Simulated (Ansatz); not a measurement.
**Se: frozen-core PAW against all-electron methods**

```xyz
6
Lattice="5.6810 3.2799 1.4763 -5.6810 3.2799 1.4763 0.0000 -6.5599 1.4763" Properties=species:S:1:pos:R:3 pbc="T T T"
Se    0.6712   -4.5696    2.0098
Se    3.6218    2.8661    2.0098
Se   -4.2930    1.7035    2.0098
Se   -0.6712    4.5696    2.4192
Se   -3.6218   -2.8661    2.4192
Se    4.2930   -1.7035    2.4192
```

Atoms are numbered in the order listed.

The cell is COD entry 9013138, as deposited and not checked against the literature; nothing was relaxed.

Methods: DFT, PBEsol, PAW with Ansatz's default frozen-core files, scalar-relativistic (Ansatz 0.2.0); DFT, PBEsol, all-electron LAPW, scalar-relativistic (Ansatz 0.2.0).

For PAW: a Γ-centred 6×6×6 k mesh, Fermi–Dirac smearing of 0.01 eV, cutoff 420 eV, no spin polarisation; the PAW files were made with PBE, and the program remakes their frozen cores for this functional. LAPW targets a basis error of 1 meV/atom. The Ansatz runs share mesh, smearing and spin set-up. Plane-wave (PAW) pressures include the program's estimate of the Pulay term.

Stress and pressure are positive in compression.

Levels count from the top of the valence band.

PAW results:

```tsv
quantity	PAW
pressure (GPa)	0.10
stress xx (GPa)	0.02
stress zz (GPa)	0.26
force on Se1, y (eV/Å)	0.258
band gap (eV)	1.080
highest filled level at P0 (eV)	-0.516
lowest empty level at P0 (eV)	1.366
highest filled level at T (eV)	0.000
lowest empty level at T (eV)	1.377
highest filled level at F (eV)	-0.386
lowest empty level at F (eV)	1.398
```

Q: What does LAPW (all electrons) give for the same quantities?

A: 
```csv
quantity,LAPW
pressure (GPa),0.10
stress xx (GPa),0.02
stress zz (GPa),0.26
"force on Se1, y (eV/Å)",0.255
band gap (eV),1.089
highest filled level at P0 (eV),-0.515
lowest empty level at P0 (eV),1.374
highest filled level at T (eV),0.000
lowest empty level at T (eV),1.384
highest filled level at F (eV),-0.385
lowest empty level at F (eV),1.407
```
